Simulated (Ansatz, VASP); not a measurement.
**CdSe: VASP beside Ansatz**

```
CELL_PARAMETERS angstrom
0.00000 3.04131 3.04131
3.04131 0.00000 3.04131
3.04131 3.04131 0.00000
ATOMIC_POSITIONS crystal
Cd 0.00000 0.00000 0.00000
Se 0.75000 0.75000 0.75000
```

Measurements of this composition are mostly on another form, of space group No. 186.

Alike in both runs: functional PBEsol; k mesh 10 × 10 × 10; occupations gaussian, width 0.02 eV; no spin polarisation.

Ansatz relaxed the structure, and its values are those at the end. VASP's run is a single point on that final structure, the one shown.

|  | VASP | Ansatz |
| --- | --- | --- |
| version | VASP 6.6.1 | Ansatz 0.2.0 |
| potentials or method | VASP PAW PBE potentials, release 64 (Cd, Se) | scalar-relativistic, plane waves, PAW |
| plane-wave cutoff (eV) | 520 | 420 |
| valence electrons in the cell | 18 | 36 |

```tsv
	VASP	Ansatz	Ansatz less VASP
gap on the k mesh at the Fermi level (eV)	0.48	0.48	-0.002
least direct gap on the mesh (eV)	0.48	0.48	-0.002
pressure (GPa)	0.3	0.0	-0.33
```

The two sets of potentials don't hold the same shells in valence.

Caveats: the PAW data sets were made with another functional, which shifts forces and pressure a little (VASP). As with any semilocal functional, this PBEsol gap is likely too small.
